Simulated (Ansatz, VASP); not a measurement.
C in VASP and in Ansatz

```
C
1.0
     1.26329    0.72936    3.44496
    -1.26329    0.72936    3.44496
     0.00000   -1.45873    3.44496
C
2
Direct
  0.17602 0.17602 0.17602
  0.82398 0.82398 0.82398
```

Change from the starting cell: mode 4 frozen in at +0.095 Å, equal normal strain along x, y and z +0.0250.

Alike in both runs: task single point; functional PBE; dispersion D3(BJ); k mesh 15 × 15 × 15; occupations gaussian, width 0.05 eV; no spin polarisation.

```csv
,VASP,Ansatz
version,VASP 6.6.1,Ansatz 0.2.0
potentials or method,"VASP PAW PBE potentials, release 64 (C)","scalar-relativistic, plane waves, PAW"
plane-wave cutoff (eV),520,520
valence electrons in the cell,8,8
```

```csv
,VASP,Ansatz,Ansatz less VASP
gap on the k mesh at the Fermi level (eV),0.36,0.36,0.000
least direct gap on the mesh (eV),0.36,0.36,0.000
pressure (GPa),-19.6,-19.9,-0.38
largest component of the traceless stress (GPa),13.82,14.24,+0.421
rms of the force components (eV/Å),1.857,1.864,+0.0072
```

Atom by atom the forces differ by 0.007 eV/Å (rms over components).

Caveats: so large a pressure means that the cell lies far from this level's equilibrium, or that cutoff or potentials fall short (VASP); an odd mesh through Γ misses points on the zone boundary, where band edges often lie; forces of over 1 eV/Å show positions far from the minimum, so gaps and moduli don't describe the material at rest.
